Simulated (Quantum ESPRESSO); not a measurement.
Crystal: HgTe (Coloradoite).

```
Hg Te
1.0
     0.00000    3.21450    3.21450
     3.21450    0.00000    3.21450
     3.21450    3.21450    0.00000
Hg Te
1 1
Direct
  0.00000 0.00000 0.00000
  0.75000 0.75000 0.75000
```

Base run:

* Program: Quantum ESPRESSO 7.5
* Functional: PBE
* Potentials or basis: JTH 2.0 PBE
* Cutoff: 490 eV
* Density cutoff: 2939 eV
* k mesh: 7 × 7 × 7
* Occupations: fermi-dirac, width 0.05 eV
* Spin: no spin polarisation

Its results: band gap on the k mesh none (metal or under the smearing width); pressure 4.8 GPa.

The run is repeated on the same cell with these changes: functional from PBE to PBEsol; potentials or basis from JTH 2.0 PBE to GBRV 1.5 PBEsol; cutoff from 490 eV to 612 eV; density cutoff from 2939 eV to 4898 eV. What comes out?

Band gap on the k mesh none (metal or under the smearing width); pressure 2.2 GPa.

Caveats: some levels on the path didn't converge; the cutoff is low for these files, which shifts pressure and relaxed volume (some runs).

Not every run made on this cell is shown here.
